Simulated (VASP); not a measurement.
# Ga: A machine-learned force field beside DFT: cell, elastic constants, vibrations

Ga, Cmce (no. 64), 8 atoms in the cell. LDA, machine-learned force field beside DFT: cell, elastic constants, modes; PAW potentials Ga (LDA set).

Atoms in the training cell: 48; Target temperature (K): 200.

## Input

INCAR.step1:
```
SYSTEM = Ga
PREC     = Accurate       ! precision mode
ENCUT    = 200            ! plane-wave cutoff, eV
EDIFF    = 1E-7           ! SCF threshold, eV
ISMEAR   = 1              ! smearing method
SIGMA    = 0.15           ! smearing width, eV
ALGO     = Normal         ! electronic algorithm
LREAL    = .FALSE.        ! projectors in reciprocal space
LASPH    = .TRUE.         ! aspherical terms in the spheres
NELM     = 80             ! most SCF steps
NELMIN   = 4            
LWAVE    = .FALSE.        ! write WAVECAR
LCHARG   = .FALSE.        ! write CHGCAR
GGA      = CA             ! functional
KPAR     = 8            
IBRION   = 2              ! ionic algorithm
ISIF     = 3              ! what is computed and relaxed
NSW      = 80             ! ionic steps
EDIFFG   = -0.002         ! ionic threshold
```

INCAR.step2, as INCAR.step1 but for:
```
- EDIFF = 1E-7
- IBRION = 2
- NSW = 80
- EDIFFG = -0.002
+ EDIFF = 1E-8
+ IBRION = 6
+ NFREE = 2
+ POTIM = 0.015
+ NSW = 1
```

INCAR.step3:
```
SYSTEM = Ga
ML_LMLFF = .TRUE.       
ML_MODE  = run          
LWAVE    = .FALSE.        ! write WAVECAR
LCHARG   = .FALSE.        ! write CHGCAR
IBRION   = 2              ! ionic algorithm
ISIF     = 3              ! what is computed and relaxed
NSW      = 300            ! ionic steps
EDIFFG   = -0.002         ! ionic threshold
```

INCAR.step4, as INCAR.step3 but for:
```
- IBRION = 2
- NSW = 300
- EDIFFG = -0.002
+ IBRION = 6
+ NFREE = 2
+ POTIM = 0.015
+ NSW = 1
```

KPOINTS.step1:
```
k-points
0
Gamma
  7 5 7
```

KPOINTS.step3:
```
k-points
0
Gamma
  1 1 1
```

POSCAR.step1:
```
Ga
1.0
    4.5230000000      0.0000000000      0.0000000000
    0.0000000000      7.6610000000      0.0000000000
    0.0000000000      0.0000000000      4.5240000000
Ga
8
Direct
    0.5000000000      0.1549000000      0.4190000000
    0.5000000000      0.3451000000      0.9190000000
    0.5000000000      0.8451000000      0.5810000000
    0.5000000000      0.6549000000      0.0810000000
    0.0000000000      0.6549000000      0.4190000000
    0.0000000000      0.8451000000      0.9190000000
    0.0000000000      0.3451000000      0.5810000000
    0.0000000000      0.1549000000      0.0810000000
```

Commands (each step's output is kept before the next begins):
```
cat potpaw_LDA.64/Ga/POTCAR > POTCAR
cp INCAR.step1 INCAR
cp KPOINTS.step1 KPOINTS
cp POSCAR.step1 POSCAR
mpirun -np 8 vasp_std > vasp.out
cp CONTCAR POSCAR
cp INCAR.step2 INCAR
mpirun -np 8 vasp_std > vasp.out
cp ../ML_FF.fit ML_FF
cp INCAR.step3 INCAR
cp KPOINTS.step3 KPOINTS
cp POSCAR.step1 POSCAR
mpirun -np 1 vasp_gam > vasp.out
cp CONTCAR POSCAR
cp INCAR.step4 INCAR
mpirun -np 1 vasp_gam > vasp.out
```

## Result

- Volume (Å³/atom), DFT: 18.535
- Volume (Å³/atom), force field: 18.538
- Bulk modulus (GPa), DFT: 69
- Bulk modulus (GPa), force field: 68
- Shear modulus (GPa), DFT: 42
- Shear modulus (GPa), force field: 33
- Volume error (%): 0.02
- Frequency error (cm⁻¹): 8.0

Elastic constants (GPa):

|  | DFT | Force field |
|---|---|---|
| C11 | 103.4 | 92.7 |
| C12 | 46.4 | 45.3 |
| C13 | 51.3 | 51.6 |
| C22 | 138.1 | 130.0 |
| C23 | 32.4 | 45.1 |
| C33 | 118.7 | 104.4 |
| C44 | 45.8 | 30.6 |
| C55 | 52.9 | 39.8 |
| C66 | 41.7 | 35.2 |

Modes of this cell (cm⁻¹):

| Mode | DFT | Force field |
|---|---|---|
| 1 | -0.0 | -0.0 |
| 2 | -0.0 | -0.0 |
| 3 | -0.0 | 0.0 |
| 4 | 36.5 | 55.0 |
| 5 | 39.3 | 59.2 |
| 6 | 51.2 | 63.4 |
| 7 | 75.3 | 79.8 |
| 8 | 83.2 | 81.5 |
| 9 | 95.8 | 90.0 |
| 10 | 100.2 | 98.9 |
| 11 | 100.6 | 104.2 |
| 12 | 102.5 | 118.7 |
| 13 | 109.6 | 123.7 |
| 14 | 153.6 | 154.8 |
| 15 | 156.5 | 156.0 |
| 16 | 158.1 | 157.7 |
| 17 | 170.2 | 170.3 |
| 18 | 187.0 | 190.7 |
| 19 | 201.0 | 198.7 |
| 20 | 202.7 | 201.6 |
| 21 | 211.9 | 213.5 |
| 22 | 213.1 | 219.8 |
| 23 | 230.6 | 230.0 |
| 24 | 241.0 | 247.8 |

ML_LOGFILE:
```
ML_LOGFILE 0.2.5

* MEMORY INFORMATION ********************

Estimated memory consumption for ML force field generation (MB):

Persistent allocations for force field  :      5.2
|
|-- CMAT for basis  :      0.4
|-- SINV for basis  :      0.8
|-- FMAT for basis  :      0.0
|-- DESC for basis  :      0.5
|-- DESC product matrix  :      0.4

Persistent allocations for ab initio data     :      0.1
|
|-- Ab initio data  :      0.0
|-- Ab initio data (new)  :      0.1

Temporary allocations for sparsification  :      0.0
|
|-- SVD matrices  :      0.0

Other temporary allocations  :      2.6
|
|-- Descriptors  :      0.0
|-- Regression  :      0.0
|-- Prediction  :      2.6

Total memory consumption  :      7.9

********************

* MACHINE LEARNING SETTINGS ********************

General settings
------------------------------------------------------------
Machine learning operation mode in strings (supertag)  :           run (I) ML_MODE
Machine learning operation mode  :             2     ML_ISTART
Machine learning force field type  :        kernel     ML_TYPE
Controls the verbosity of the output at each MD step when machine learning is used  :             0     ML_OUTPUT_MODE
[... 200 lines left out ...]

Program part                                         system clock (sec)       cpu time (sec)
---------------------------------------------------|--------------------|-------------------
Setup (file I/O, parameters,...)                   |              0.045 |              0.045
Descriptor and design matrix                       |              0.000 |              0.000
Sparsification of configurations                   |              0.002 |              0.002
Regression                                         |              0.000 |              0.000
Prediction                                         |              0.012 |              0.012
---------------------------------------------------|--------------------|-------------------
TOTAL                                              |              0.058 |              0.058

********************
```

ML_LOGFILE.step3:
```
ML_LOGFILE 0.2.5

* MEMORY INFORMATION ********************

Estimated memory consumption for ML force field generation (MB):

Persistent allocations for force field  :      5.2
|
|-- CMAT for basis  :      0.4
|-- SINV for basis  :      0.8
|-- FMAT for basis  :      0.0
|-- DESC for basis  :      0.5
|-- DESC product matrix  :      0.4

Persistent allocations for ab initio data     :      0.1
|
|-- Ab initio data  :      0.0
|-- Ab initio data (new)  :      0.1

Temporary allocations for sparsification  :      0.0
|
|-- SVD matrices  :      0.0

Other temporary allocations  :      2.4
|
|-- Descriptors  :      0.0
|-- Regression  :      0.0
|-- Prediction  :      2.4

Total memory consumption  :      7.7

********************

* MACHINE LEARNING SETTINGS ********************

General settings
------------------------------------------------------------
Machine learning operation mode in strings (supertag)  :           run (I) ML_MODE
Machine learning operation mode  :             2     ML_ISTART
Machine learning force field type  :        kernel     ML_TYPE
Controls the verbosity of the output at each MD step when machine learning is used  :             0     ML_OUTPUT_MODE
[... 200 lines left out ...]

Program part                                         system clock (sec)       cpu time (sec)
---------------------------------------------------|--------------------|-------------------
Setup (file I/O, parameters,...)                   |              0.044 |              0.044
Descriptor and design matrix                       |              0.000 |              0.000
Sparsification of configurations                   |              0.002 |              0.002
Regression                                         |              0.000 |              0.000
Prediction                                         |              0.005 |              0.005
---------------------------------------------------|--------------------|-------------------
TOTAL                                              |              0.051 |              0.051

********************
```

VASP 6.6.1 took 53 s on 8 cores (Intel Xeon 6975P-C (Granite Rapids)), a shared host.
